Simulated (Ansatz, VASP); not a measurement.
# AlN in VASP and in Ansatz

Contents of INCAR:

```
SYSTEM = AlN
  ALGO = Normal
  EDIFF = 1E-7
  ENCUT = 520
  GGA = PS
  ISIF = 2
  ISMEAR = 0
  LASPH = .True.
  LCHARG = .False.
  LREAL = .False.
  LWAVE = .False.
  NBANDS = 11
  NELM = 60
  PREC = Accurate
  SIGMA = 0.05
```

File KPOINTS:

```
k-points
0
Gamma
  10 10 10
  0 0 0
```

POSCAR

```
AlN
1.0
   -0.6905095173      1.8989011725      1.8989011725
    1.8989011725     -0.6905095173      1.8989011725
    1.8989011725      1.8989011725     -0.6905095173
Al N
1 1
Direct
    0.0000000000      0.0000000000      0.0000000000
    0.7500000000      0.7500000000      0.7500000000
```

Input for Ansatz:

```yaml
crystal:
  lattice:
    - [-0.6905095173, 1.8989011725, 1.8989011725]
    - [1.8989011725, -0.6905095173, 1.8989011725]
    - [1.8989011725, 1.8989011725, -0.6905095173]
  atoms:
    - { symbol: Al, position: [0.0, 0.0, 0.0] }
    - { symbol: "N", position: [0.75, 0.75, 0.75] }
basis:
  ecutwfc: 420
kpoints:
  mp_grid: { grid: [10, 10, 10] }
hamiltonian:
  xc: pbesol
scf:
  occupations: { method: gaussian, width: 0.05 }
output:
  forces: true
  stress: true
  eigenvalues: true
```

Alike in both runs: task single point; functional PBEsol; k mesh 10 × 10 × 10; occupations gaussian, width 0.05 eV; no spin polarisation.

|  | VASP | Ansatz |
| --- | --- | --- |
| version | VASP 6.6.1 | Ansatz 0.2.0 |
| potentials or method | VASP PAW PBE potentials, release 64 (Al, N) | scalar-relativistic, plane waves, PAW |
| plane-wave cutoff (eV) | 520 | 420 |
| valence electrons in the cell | 8 | 8 |

VASP gave:

```
gap on the k mesh at the Fermi level (eV) : 1.04
least direct gap on the mesh (eV)         : 1.12
rms of the force components (eV/Å)        : 17.500
```

Question: Which values does Ansatz return?

Answer: gap on the k mesh at the Fermi level (eV): 1.11; least direct gap on the mesh (eV): 1.20; rms of the force components (eV/Å): 17.770.

Atom by atom the forces differ by 0.270 eV/Å (rms over components).

Caveats: the PAW data sets were made with another functional, which shifts forces and pressure a little (VASP). A k mesh can miss the band edges. PBEsol gaps usually lie below the measured ones, often by a third to a half.
